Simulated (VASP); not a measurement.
A run of VASP 6.6.1:

Contents of INCAR:

```
SYSTEM = GaP
PREC     = Accurate       ! precision mode
ENCUT    = 520            ! plane-wave cutoff, eV
EDIFF    = 1E-7           ! SCF threshold, eV
ISMEAR   = 0              ! smearing method
SIGMA    = 0.016          ! smearing width, eV
LREAL    = .FALSE.        ! projectors in reciprocal space
LASPH    = .TRUE.         ! aspherical terms in the spheres
NELM     = 100            ! most SCF steps
ALGO     = Fast           ! electronic algorithm
ISIF     = 2              ! what is computed and relaxed
LWAVE    = .FALSE.        ! write WAVECAR
LCHARG   = .TRUE.         ! write CHGCAR
GGA      = PE             ! functional
LELF     = .TRUE.         ! ELF
LVHAR    = .TRUE.       
NBANDS   = 16             ! bands
```

KPOINTS

```
regular mesh
0
G
  8 8 8
  0 0 0
```

File POSCAR:

```
GaP
1.0
    0.0000000000      2.7252500000      2.7252500000
    2.7252500000      0.0000000000      2.7252500000
    2.7252500000      2.7252500000      0.0000000000
Ga P
1 1
Direct
    0.0000000000      0.0000000000      0.0000000000
    0.7500000000      0.7500000000      0.7500000000
```

Potentials or basis: VASP PAW PBE potentials, release 64 (Ga_d, P).

Launch:

```console
$ cat potpaw_PBE.64/Ga_d/POTCAR potpaw_PBE.64/P/POTCAR > POTCAR
$ mpirun -np 1 vasp_std > vasp.out
```

Hardware: 1 thread of Intel(R) Xeon(R) 6975P-C (Granite Rapids) (shared host).

Estimate the wall time of this run.

Run time: 15 s on 1 thread of Intel(R) Xeon(R) 6975P-C (Granite Rapids) (shared host), peak memory 0.16 GiB. Counts: scf iterations 15, k points 29.
